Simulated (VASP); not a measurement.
# Si16Ge (a cell with a defect) in VASP: further runs, part 2 of 3

VASP 6.6.1. Earlier steps stand in the parts before.

## Step 3: Single point, PBE+D3(BJ)

Contents of INCAR:

```
SYSTEM = Si16Ge
PREC = Accurate ; ENCUT = 520
EDIFF = 1E-7 ; ISMEAR = 0
SIGMA = 0.05 ; LREAL = Auto
LASPH = .TRUE. ; NELM = 100
ALGO = Fast ; ISIF = 2
LWAVE = .FALSE. ; LCHARG = .TRUE.
GGA = PE ; IVDW = 12
LELF = .TRUE. ; LVHAR = .TRUE.
NBANDS = 53
```

Contents of KPOINTS:

```
Automatic mesh
0
G
  2 2 2
  0 0 0
```

Contents of POSCAR:

```
Si16Ge
1.0
    0.0000000000      5.4300000000      5.4300000000
    5.4300000000      0.0000000000      5.4300000000
    5.4300000000      5.4300000000      0.0000000000
Si Ge
16 1
Direct
   -0.0035915285     -0.0059537753     -0.0044878453
    0.1419027624      0.0758143646      0.1410488029
   -0.0035627072     -0.0060680479      0.5138651013
    0.1139918048      0.1363575506      0.6246971455
    0.0186325967      0.4451552486      0.0179970534
    0.1149086556      0.6149631676      0.1140930018
   -0.0222465930      0.5070918969      0.5075016575
    0.1150502762      0.6148611418      0.6557685083
    0.5148055249     -0.0067594843     -0.0041314917
    0.6255372007      0.1357957643      0.1134174954
    0.4874482505      0.0386082873      0.4868443831
    0.6255463168      0.1357802026      0.6250109576
    0.5082196133      0.5065894107     -0.0225404236
    0.6562700737      0.6142391344      0.1146999079
    0.5081564457      0.5065881215      0.5075260589
    0.6118313076      0.6647136280      0.6115863720
    0.2751273481      0.6746713628      0.2748973297
```

Potentials or basis: VASP PAW PBE potentials, release 64 (Si, Ge_d).

Launch:

```
cat potpaw_PBE.64/Si/POTCAR potpaw_PBE.64/Ge_d/POTCAR > POTCAR
mpirun -np 1 vasp_std > vasp.out
```

OUTCAR:

```text
SYSTEM = Si16Ge
   PREC = Accurate
   ENCUT = 520
   EDIFF = 1E-7
   ISMEAR = 0
   LREAL = Auto
   LASPH = .TRUE.
   NELM = 100
   ISIF = 2
   GGA = PE
   IVDW = 12
 IVDW          = 12

 ion  position               nearest neighbor table
   1  0.996  0.994  0.996-   4 2.33  10 2.33   2 2.35   6 2.38
   2  0.142  0.076  0.141-   5 2.32   1 2.35   3 2.35   9 2.35  17 2.52
   3  0.996  0.994  0.514-   4 2.33  12 2.33   2 2.35   8 2.38
   4  0.114  0.136  0.625-   7 2.33   1 2.33   3 2.33  11 2.35
   5  0.019  0.445  0.018-   6 2.29   8 2.29  14 2.29   2 2.32
   6  0.115  0.615  0.114-   5 2.29   1 2.38  17 2.43  13 2.47   7 2.47
   7  0.978  0.507  0.508-  16 2.31   4 2.33   8 2.47   6 2.47  17 2.57
   8  0.115  0.615  0.656-   5 2.29   3 2.38  17 2.43  15 2.47   7 2.47
   9  0.515  0.993  0.996-  10 2.33  12 2.33   2 2.35  14 2.38
  10  0.626  0.136  0.113-  13 2.33   1 2.33   9 2.33  11 2.35
  11  0.487  0.039  0.487-  16 2.34   4 2.35  10 2.35  12 2.35
  12  0.626  0.136  0.625-  15 2.33   3 2.33   9 2.33  11 2.35
  13  0.508  0.507  0.977-  16 2.31  10 2.33  14 2.47   6 2.47  17 2.58
  14  0.656  0.614  0.115-   5 2.29   9 2.38  17 2.43  15 2.47  13 2.47
  15  0.508  0.507  0.508-  16 2.31  12 2.33  14 2.47   8 2.47  17 2.58
  16  0.612  0.665  0.612-  15 2.31   7 2.31  13 2.31  11 2.34
  17  0.275  0.675  0.275-   6 2.43   8 2.43  14 2.43   2 2.52   7 2.57  13 2.58  15 2.58

  LATTYP: Found a face centered cubic cell.
 ALAT       =    10.8600000000

  Lattice vectors:

 A1 = (   0.0000000000,   5.4300000000,   5.4300000000)
 A2 = (   5.4300000000,   0.0000000000,   5.4300000000)
 A3 = (   5.4300000000,   5.4300000000,   0.0000000000)

Analysis of symmetry for initial positions (statically):
=====================================================================
 Subroutine PRICEL returns:
 Original cell was already a primitive cell.

 Routine SETGRP: Setting up the symmetry group for a
 face centered cubic supercell.

 Subroutine GETGRP returns: Found  1 space group operations
 (whereof  1 operations were pure point group operations)
 out of a pool of 48 trial point group operations.

The static configuration has the point symmetry C_1 .

Analysis of symmetry for dynamics (positions and initial velocities):
=====================================================================
 Subroutine PRICEL returns:
 Original cell was already a primitive cell.

 Routine SETGRP: Setting up the symmetry group for a
 face centered cubic supercell.

 Subroutine GETGRP returns: Found  1 space group operations
 (whereof  1 operations were pure point group operations)
 out of a pool of 48 trial point group operations.

The dynamic configuration has the point symmetry C_1 .

 Subroutine INISYM returns: Found  1 space group operations
 (whereof  1 operations are pure point group operations),
 and found     1 'primitive' translations

----------------------------------------------------------------------------------------

                                     Primitive cell

  volume of cell :     320.2060

  direct lattice vectors                    reciprocal lattice vectors
     0.000000000  5.430000000  5.430000000    -0.092081031  0.092081031  0.092081031
     5.430000000  0.000000000  5.430000000     0.092081031 -0.092081031  0.092081031
     5.430000000  5.430000000  0.000000000     0.092081031  0.092081031 -0.092081031

  length of vectors
     7.679179644  7.679179644  7.679179644     0.159489025  0.159489025  0.159489025
[... 77 lines left out ...]
   number of dos      NEDOS =    301   number of ions     NIONS =     17
   total plane-waves  NPLWV = 216000
   dimension x,y,z NGX =    60 NGY =   60 NGZ =   60
   dimension x,y,z NGXF=   120 NGYF=  120 NGZF=  120
   ions per type =              16   1
   NGX,Y,Z   is equivalent  to a cutoff of  12.99, 12.99, 12.99 a.u.
   NGXF,Y,Z  is equivalent  to a cutoff of  25.98, 25.98, 25.98 a.u.
 SYSTEM =  Si16Ge
   PREC   = accura    normal or accurate (medium, high low for compatibility)
   ISTART =      0    job   : 0-new  1-cont  2-samecut
   ICHARG =      2    charge: 1-file 2-atom 10-const
   ISPIN  =      1    spin polarized calculation?
   LNONCOLLINEAR =      F non collinear calculations
   LSORBIT =      F    spin-orbit coupling
   LASPH  =      T    aspherical Exc in radial PAW
   ENCUT  =  520.0 eV  38.22 Ry    6.18 a.u.  14.28 14.28 14.28*2*pi/ulx,y,z
   NELM   =    100;   NELMIN=  2; NELMDL= -5     # of ELM steps
   EDIFF  = 0.1E-06   stopping-criterion for ELM
   LREAL  =      T    real-space projection
   EDIFFG = 0.1E-05   stopping-criterion for IOM
   NSW    =      0    number of steps for IOM
   IBRION =     -1    ionic relax: 0-MD 1-quasi-New 2-CG
   NFREE  =      0    steps in history (QN), initial steepest desc. (CG)
   ISIF   =      2    stress and relaxation
   ISYM   =      2    0-nonsym 1-usesym 2-fastsym
   POTIM  = 0.5000    time-step for ionic-motion
   TEBEG  =    0.0;   TEEND  =   0.0 temperature during run
   PSTRESS=    0.0 pullay stress
   NELECT =      78.0000    total number of electrons
   NUPDOWN=      -1.0000    fix difference up-down
   EMIN   =  10.00;   EMAX   =-10.00  energy-range for DOS
   EFERMI =   0.00;   METHOD = LEGACY
   ISMEAR =     0;   SIGMA  =   0.05  broadening in eV -4-tet -1-fermi 0-gaus
   EFERMI_NEDOS =   21; number of points for ismear=-14 and -15
   IALGO  =     68    algorithm
   IMIX   =      4    mixing-type and parameters
     AMIX     =   0.40;   BMIX     =  1.00
     AMIX_MAG =   1.60;   BMIX_MAG =  1.00
  volume/ion in A,a.u.               =      18.84       127.11
  Fermi-wavevector in a.u.,A,eV,Ry     =   1.022421  1.932096 14.222785  1.045345
  Thomas-Fermi vector in A             =   2.156100
   LORBIT       =      0    0 simple, 1 ext, 2 COOP (PROOUT), +10 PAW based schemes
   GGA     = PE    functional components
   LHFCALC =     F    Hartree Fock is set to
   AEXX    =    0.0000 exact exchange contribution
   IVDW    =    12    specifies the selected vdW correction
   LEPSILON=     F    determine dielectric tensor
   LRPA    =     F    only Hartree local field effects (RPA)
 non-spin polarized calculation
 RMM-DIIS sequential band-by-band and
 Gauss-broadening in eV      SIGMA  =   0.05
  energy-cutoff  :      520.00
  volume of cell :      320.21
 maximum number of plane-waves:      8646
 NGX is ok and might be reduce to    60
   NGX = 29   NGY = 29   NGZ = 29

 number of electron      77.9999996 magnetization

 Free energy of the ion-electron system (eV)
  ---------------------------------------------------
  ext. energy  EPLUGINS =         0.00000000
  ---------------------------------------------------
  free energy    TOTEN  =       -86.45304753 eV

  energy without entropy =      -86.44250427  energy(sigma->0) =      -86.44777590

 E-fermi :   6.9169     XC(G=0):  -9.7632

 val. band max:        6.7589986042   @ k =   0.0000   0.0000   0.5000
 cond. band min:       6.9334891899   @ k =   0.5000   0.0000   0.5000
 fundamental gap:      0.1744905858
 Fermi energy:         6.9169302782

 k-point     1 :       0.0000    0.0000    0.0000
  band No.  band energies     occupation
      1     -18.1915      2.00000
      2     -18.1914      2.00000
      3     -18.1912      2.00000
      4     -18.1719      2.00000
      5     -18.1715      2.00000
      6      -6.4513      2.00000
[... 421 lines left out ...]
     50      10.3378      0.00000
     51      10.4800      0.00000
 [bands above 51 left out]

------------------------ aborting loop because EDIFF is reached ----------------------------------------

 Edisp (eV)   -5.66686

 E8    (eV) :    -2.3553

  FORCE on cell =-STRESS in cart. coord.  units (eV):
  Direction    XX          YY          ZZ          XY          YZ          ZX
  --------------------------------------------------------------------------------------
  -------------------------------------------------------------------------------------
  Total       6.24241     6.23267     6.28606     1.27013     1.24870    -1.23737
  in kB      31.23443    31.18566    31.45280     6.35520     6.24797    -6.19128
  external pressure =       31.29 kB  Pullay stress =        0.00 kB

 VOLUME and BASIS-vectors are now :
 -----------------------------------------------------------------------------
  energy-cutoff  :      520.00
  volume of cell :      320.21
      direct lattice vectors                 reciprocal lattice vectors
     0.000000000  5.430000000  5.430000000    -0.092081031  0.092081031  0.092081031
     5.430000000  0.000000000  5.430000000     0.092081031 -0.092081031  0.092081031
     5.430000000  5.430000000  0.000000000     0.092081031  0.092081031 -0.092081031

 POSITION                                       TOTAL-FORCE (eV/Angst)
 -----------------------------------------------------------------------------------
     10.80330     10.81613     10.80817         0.001410      0.041344      0.002003
      1.17757      1.53643      1.18220         0.111003     -0.110506      0.106375
      8.18734      8.20094     10.80770        -0.040812     -0.001671      0.002788
      4.13253      4.01108      1.35940        -0.025335      0.025906     -0.033043
      2.51492      0.19890      2.51837         0.067533     -0.069069      0.065978
      3.95877      1.24348      3.96320         0.008183      0.128851      0.010456
[... 9 lines left out ...]
      6.93031      6.64316      6.93164        -0.060945      0.060787     -0.060587
      5.15616      2.98663      5.15741         0.260780     -0.259315      0.263444
 -----------------------------------------------------------------------------------
    total drift:                                0.001403     -0.000605     -0.005459

  FREE ENERGIE OF THE ION-ELECTRON SYSTEM (eV)
  ---------------------------------------------------
  free  energy   TOTEN  =       -92.1199097571 eV

  energy  without entropy=      -92.1093664961  energy(sigma->0) =      -92.11463813
```

Wall time 4.8 min (1 thread of Intel Xeon Platinum 8559C (Emerald Rapids), shared host); peak memory 0.49 GiB.

Results:

```
Free energy                : -92.1199 eV
Pressure                   : 3.1 GPa
Largest force              : 0.452 eV/Å
Band gap on the k mesh     : none (metal or under the smearing width)
Dispersion energy per atom : -0.333 eV
```

Forces on the atoms (eV/Å):
```
Si   0.001  0.041  0.002
Si   0.111 -0.111  0.106
Si  -0.041 -0.002  0.003
Si  -0.025  0.026 -0.033
Si   0.068 -0.069  0.066
Si   0.008  0.129  0.010
Si  -0.030  0.028 -0.033
Si  -0.128 -0.008  0.009
Si   0.007 -0.007 -0.039
Si  -0.029  0.025 -0.023
Si  -0.067  0.067 -0.067
Si  -0.025  0.029 -0.024
Si  -0.031  0.022 -0.030
Si   0.005 -0.006 -0.123
Si  -0.023  0.033 -0.029
Si  -0.061  0.061 -0.061
Ge   0.261 -0.259  0.263
```

Caveat: the k mesh is coarse (spacing up to 0.50 Å⁻¹), so the values aren't converged.

## Step 4: Single point, PBE+D3(BJ)

Contents of INCAR:

```
PREC     = Accurate       # precision mode
ENCUT    = 520            # plane-wave cutoff, eV
EDIFF    = 1E-6           # SCF threshold, eV
ISMEAR   = 0              # smearing method
SIGMA    = 0.05           # smearing width, eV
LREAL    = Auto         
LASPH    = T              # aspherical terms in the spheres
NELM     = 100            # most SCF steps
ALGO     = Fast           # electronic algorithm
ISIF     = 2              # what is computed and relaxed
LWAVE    = F              # write WAVECAR
LCHARG   = F              # write CHGCAR
GGA      = PE             # functional
IVDW     = 12             # dispersion correction
NBANDS   = 53             # bands
```

Contents of KPOINTS:

```
regular mesh
0
Gamma
  2 2 2
```

Contents of POSCAR:

```
Si16Ge
1.0
    0.0000000000      5.4300000000      5.4300000000
    5.4300000000      0.0000000000      5.4300000000
    5.4300000000      5.4300000000      0.0000000000
Si Ge
16 1
Direct
   -0.0049366483     -0.0073292818     -0.0056143646
    0.1496827808      0.0518369245      0.1491789134
   -0.0049443831     -0.0073425414      0.5177664825
    0.1133392265      0.1390480663      0.6237412523
    0.0239569061      0.4295848987      0.0231795580
    0.1077468692      0.6186413444      0.1071980663
   -0.0234125230      0.5108372007      0.5062637201
    0.1077511050      0.6186306630      0.6662818600
    0.5183281768     -0.0077125230     -0.0053762431
    0.6243999079      0.1386682320      0.1128209024
    0.4838146409      0.0495151934      0.4832684162
    0.6243863720      0.1386896869      0.6239727440
    0.5067843462      0.5104825046     -0.0235725599
    0.6668804788      0.6182640884      0.1073686924
    0.5066853591      0.5105081952      0.5061658379
    0.6082349908      0.6753187845      0.6081191529
    0.2936233886      0.6196029466      0.2932718232
```

Launch:

```
cat potpaw_PBE.64/Si/POTCAR potpaw_PBE.64/Ge_d/POTCAR > POTCAR
mpirun -np 1 vasp_std > vasp.out
```

Run time: 3.5 min. Hardware: 1 thread of Intel Xeon Platinum 8559C (Emerald Rapids), shared host; peak memory 0.49 GiB.

It converged, with:

```yaml
Free_energy: -92.0333 eV
Pressure: 2.6 GPa
Largest_force: 0.091 eV/Å
Band_gap_on_the_k_mesh: none (metal or under the smearing width)
Dispersion_energy_per_atom: -0.333 eV
```

Forces on the atoms (eV/Å):
```
Si   0.001 -0.006  0.000
Si  -0.005  0.005 -0.002
Si   0.006 -0.001  0.001
Si  -0.004  0.004  0.010
Si  -0.009  0.007 -0.013
Si  -0.017 -0.018 -0.015
Si  -0.008  0.007  0.028
Si   0.018  0.017 -0.016
Si   0.002 -0.002  0.008
Si   0.013  0.004 -0.004
Si  -0.027  0.027 -0.030
Si  -0.005 -0.013 -0.004
Si   0.025  0.004 -0.007
Si  -0.017  0.017  0.020
Si  -0.004 -0.024 -0.006
Si  -0.023  0.024 -0.021
Ge   0.053 -0.052  0.053
```

Stress tensor (GPa, compression positive):
```
 2.63  0.87 -0.86
 0.87  2.64  0.86
-0.86  0.86  2.64
```

Levels at points of the mesh, in eV from the Fermi level:
| k point | band 36 | band 37 | band 38 | band 39 | band 40 | band 41 | band 42 | band 43 |
| --- | --- | --- | --- | --- | --- | --- | --- | --- |
| (0.00, 0.00, 0.00) | -1.07 | -0.56 | -0.54 | -0.54 | -0.05 | -0.05 | 0.27 | 0.27 |
| (0.50, 0.00, 0.00) | -1.39 | -1.33 | -0.88 | -0.20 | 0.23 | 0.77 | 0.90 | 1.08 |
| (0.00, 0.50, 0.00) | -1.29 | -1.19 | -1.19 | -0.21 | 0.44 | 0.45 | 1.19 | 1.26 |
| (0.00, 0.00, 0.50) | -1.39 | -1.33 | -0.88 | -0.20 | 0.23 | 0.77 | 0.90 | 1.08 |
| (0.50, 0.50, 0.50) | -1.39 | -1.33 | -0.88 | -0.20 | 0.23 | 0.77 | 0.90 | 1.08 |
| (0.50, 0.50, 0.00) | -1.81 | -1.69 | -0.83 | 0.01 | 0.45 | 1.33 | 1.46 | 1.74 |
| (0.00, 0.50, 0.50) | -1.81 | -1.69 | -0.83 | 0.01 | 0.45 | 1.33 | 1.46 | 1.74 |
| (0.50, 0.00, 0.50) | -1.81 | -1.69 | -0.84 | 0.01 | 0.45 | 1.33 | 1.46 | 1.74 |

Caveat: the k mesh is coarse (spacing up to 0.50 Å⁻¹), so the values aren't converged.

(Part 2 of 3 ends here.)
